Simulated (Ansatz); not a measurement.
The system is CoO.

```xyz
2
Lattice="1.6022 0.9250 2.5665 -1.6022 0.9250 2.5665 0.0000 -1.8501 2.5665" Properties=species:S:1:pos:R:3 pbc="T T T"
Co    0.0000    0.0000    7.6915
O     0.0000    0.0000    5.7824
```

Measurements of this composition are mostly on another form, of space group No. 225.

Base run:

| Property | Result |
| --- | --- |
| Program | Ansatz 0.2.0 |
| Functional | PBEsol |
| Potentials or basis | Ansatz PAW |
| Cutoff | 420 eV (not typed: the program's choice for these potentials) |
| k mesh | 10 × 10 × 10 |
| Occupations | fermi-dirac, width 0.05 eV |
| Spin | collinear spin, ferromagnetic start |
| Starting moments | [2.0, 0.0] μB |

Its results: band gap on the k mesh none (metal or under the smearing width); pressure -7.9 GPa; net moment 2.79 μB per cell; site moments Co +2.22; O +0.32 μB; largest force 0.215 eV/Å.

**Question.** After a change of settings the same cell gave: band gap on the k mesh 0.43 eV, direct; pressure 9.7 GPa; net moment 3.00 μB per cell; site moments Co +2.44; O +0.18 μB; largest force 0.453 eV/Å. Which change was it?
A. hubbard terms from none to Co d U = 2 eV; hubbard projectors from none to ortho-atomic (the default)
B. hubbard terms from none to Co d U = 5 eV; hubbard projectors from none to ortho-atomic (the default)
C. moments at the start from [2.0, 0.0] to [3.5, 0.0]
D. spin from collinear spin, ferromagnetic start to collinear spin, random start; moments at the start from [2.0, 0.0] to [1.71, 0.0]

**Answer.** B.

The U term pushes filled and empty states of the shell apart.

Caveats: a cell with one magnetic atom can't hold antiferromagnetic order, which such compounds often take; the PAW data sets come from PBE, with cores solved anew for the run's functional, which leaves a small shift of forces and pressure; semilocal functionals often make such compounds metallic where correlation or magnetic order opens a gap, which also shifts bond lengths (some runs); the magnetic or orbital state may not be the lowest (some runs).
